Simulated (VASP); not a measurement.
**KCl in VASP: how settings move the r2SCAN single point**

Aim: see what changed inputs do to the r2SCAN single point of KCl built on the zincblende prototype. This is a trial cell built on a prototype, not taken from a measured structure, and it needn't be the compound's ground state.

The runs shown are made with VASP 6.6.1. PAW datasets, plane waves. These are computed values for a spin-unpolarised cell that may be hypothetical; none is a measurement.

## Step 1: The structure to begin with

The cell comes from an earlier relaxation with r2SCAN in another program. Some of the altered inputs switch spin polarisation on.

The symmetry is F-43m (No. 216, cubic); a = 7.015 Å in the conventional setting, 43.14 Å³ an atom. Near K stand 4 Cl at 3.04 Å; near Cl stand 4 K at 3.04 Å.

Coordinates:

```cif
data_structure
_symmetry_space_group_name_H-M 'P 1'
_symmetry_Int_Tables_number 1
_cell_length_a 4.9600
_cell_length_b 4.9600
_cell_length_c 4.9600
_cell_angle_alpha 60.000
_cell_angle_beta 60.000
_cell_angle_gamma 60.000
_cell_volume 86.29
loop_
_atom_site_label
_atom_site_type_symbol
_atom_site_fract_x
_atom_site_fract_y
_atom_site_fract_z
_atom_site_occupancy
K1 K 0.00000 0.00000 0.00000 1
Cl1 Cl 0.25000 0.25000 0.25000 1
```

## Step 2: The reference run

Input file INCAR:

```
ENCUT = 520.000000
SIGMA = 0.010000
EDIFF = 1.00e-07
ALGO = Normal
METAGGA = R2SCAN
PREC = Accurate
IBRION = -1
ISIF = 2
ISMEAR = 0
NBANDS = 15
NELM = 120
NSW = 0
LASPH = .TRUE.
LCHARG = .FALSE.
LWAVE = .FALSE.
LREAL = .FALSE.
```

Input file KPOINTS:

```
KPOINTS created by Atomic Simulation Environment
0
Gamma
6 6 6
0 0 0
```

Input file POSCAR:

```
K  Cl
 1.0000000000000000
    -0.0000000000000000    3.5072828304314339    3.5072828304314339
     3.5072828304314339    0.0000000000000000    3.5072828304314339
     3.5072828304314339    3.5072828304314339    0.0000000000000000
 K   Cl
   1   1
Cartesian
 -0.0000000000000000  0.0000000000000000 -0.0000000000000000
  1.7536414152157167  1.7536414152157167  1.7536414152157167
```

A file KPOINTS_OPT adds named points for the levels; it doesn't enter the self-consistent loop.

Potentials: the recommended PBE PAW datasets, 16 valence electrons.

The run is started by

```console
mpirun -np 1 vasp_std
```

## Step 3: Variant 1

Edit INCAR of step 2 so:

```diff
@@ -4,3 +4,2 @@
 ALGO = Normal
-METAGGA = R2SCAN
 PREC = Accurate
@@ -16 +15,2 @@
 LREAL = .FALSE.
+METAGGA = RTPSS
```

KPOINTS is that of step 2.

POSCAR is that of step 2.

## Step 4: Variant 2

Edit INCAR of step 2 so:

```diff
@@ -12,3 +12,2 @@
 NSW = 0
-LASPH = .TRUE.
 LCHARG = .FALSE.
@@ -16 +15,4 @@
 LREAL = .FALSE.
+ISPIN = 2
+MAGMOM = -1 1
+LASPH = .FALSE.
```

Input file KPOINTS:

```
KPOINTS created by Atomic Simulation Environment
0
Gamma
8 8 8
0 0 0
```

POSCAR is that of step 2.

Q: Predict the outcome of this session. Wanted: for each run, changed; ending; energy change; pressure; electronic steps; usable.

The runs gave:

| run | changed | ending | energy change (meV/atom) | pressure (GPa) | gap on the mesh (eV; negative: overlap) | electronic steps | time | usable |
| --- | --- | --- | --- | --- | --- | --- | --- | --- |
| ref. | – | converged | 0 | 0.0 | 5.35 | 16 | 83 s | yes |
| 1 | METAGGA = RTPSS | converged | – | 0.4 | 5.31 | 16 | 78 s | yes |
| 2 | ISPIN = 2, MAGMOM = -1 1, LASPH = .FALSE., mesh 8×8×8 | converged | 0.1 | 0.0 | – | 20 | 5.5 min | yes |

What this shows: Of 2 altered inputs, 2 gave usable results. «ISPIN = 2, MAGMOM = -1 1, LASPH = .FALSE., mesh 8×8×8» moves the energy by 0.1 meV/atom.
